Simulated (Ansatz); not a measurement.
# TiO₂ (P4_2/mnm), a film clamped to a substrate

Theory: DFT r2SCAN+U, scalar-relativistic, plane waves, PAW (Ansatz). Cutoff 500 eV, Γ-centred 6×6×8 k-points, Gaussian smearing of 0.05 eV. U_eff on d shells: Ti 4 eV. No spin polarisation. Energies are free energies at this smearing, counted from the undisturbed cell; pressure is positive in compression.

The undisturbed cell (relaxed at this level):

```xyz
6
Lattice="4.5974 0.0000 0.0000 0.0000 4.5974 0.0000 0.0000 0.0000 2.9929" Properties=species:S:1:pos:R:3 pbc="T T T"
Ti    0.0000    0.0000    0.0000
Ti    2.2987    2.2987    1.4964
O     1.4028    1.4028    0.0000
O     0.8958    3.7015    1.4964
O     3.1945    3.1945    0.0000
O     3.7015    0.8958    1.4964
```

The cell (6 atoms, V0 = 63.26 Å³) is strained by p along both x and y and by q along z, fractional coordinates fixed. τp = (1/V0) ∂E/∂p = (σxx + σyy)(1 + p)(1 + q) and τq = (1/V0) ∂E/∂q = σzz(1 + p)², with tension positive.

```csv
p,q,ΔE (meV/atom),τp (GPa),τq (GPa)
0.000,0.000,0.00,0.00,-0.03
-0.040,0.000,59.30,-47.41,-15.55
0.040,0.000,48.55,35.12,12.03
0.000,-0.040,30.06,-14.74,-23.93
0.000,0.040,24.60,12.81,17.83
```

Get the second derivatives of the energy density.

Central differences give A = ∂τp/∂p = 1032 GPa (C11 + C22 + 2 C12), C = ∂τq/∂q = 522 GPa (C33) and the cross term B = ∂τq/∂p = 345 GPa (C13 + C23); ∂τp/∂q = 344 GPa must equal B, and any difference shows higher-order terms. Steps this large leave an error of some per cent of A or C in all of these, which can swamp a small B. The ions are clamped.

A film of this crystal grows with z along the normal on a substrate that imposes p. How does its thickness respond, and what does the misfit cost?

Count p and q from the stress-free cell. A free surface needs τq = 0, so q = −(B/C) p = -0.66 p. The energy density left is (A − B²/C) p²/2 = M p², with the biaxial modulus M = 402 GPa; a misfit of 1 % costs 2.65 meV/atom, against 3.39 meV/atom if the thickness were held.

At p = 0.080 the energies along q are 178.9 (q = -0.080), 146.8 (q = -0.040), 176.8 (q = 0.000), 253.3 (q = 0.040), 363.5 (q = 0.080) meV/atom.

Does the linear rule hold at this misfit?

A parabola through the lowest point and its neighbours has its minimum at q = -0.039, 146.8 meV/atom. With the stress left in the starting cell, τp0 and τq0, linear elasticity gives q = −(τq0 + Bp)/C = -0.053 and E = V0(τp0 p + τq0 q + Ap²/2 + Bpq + Cq²/2)/N = 169.4 meV/atom. The energies differ by more than a tenth, so the quadratic law fails here: the gap holds the anharmonic part, with some error from the wide steps. Cubic terms also shift the vertex of so wide a parabola.

Forces appear on the atoms along this scan, and letting them relax would lower the energy and soften the response.

Cost: 25 runs of about 6.3 core-minutes in all, on AMD EPYC 7R43 (Zen 3) (shared hosts).

The film thins under in-plane tension, but at the large misfit it thins less, and stores less energy, than the linear rule predicts. The stresses point to the reason: for both strains, compression raises a larger stress than equal stretching. Shortened Ti–O contacts and the O–O contacts on shared octahedral edges meet steep closed-shell repulsion, whereas stretched bonds lose restoring force. Tension in the plane therefore becomes cheaper than the quadratic law expects, while contraction along z runs into the stiffening side, where the edge-sharing chains of octahedra leave little room. The coupling between the two directions probably also weakens as the in-plane bonds lengthen.

The biaxial modulus thus suits small misfits, and for large tensile ones it overestimates the elastic cost; compressive misfit should err the other way. None of this establishes that the strained film stays non-polar: rutile has soft polar modes, and in the centrosymmetric cell symmetry cancels the forces that would reveal such an instability.
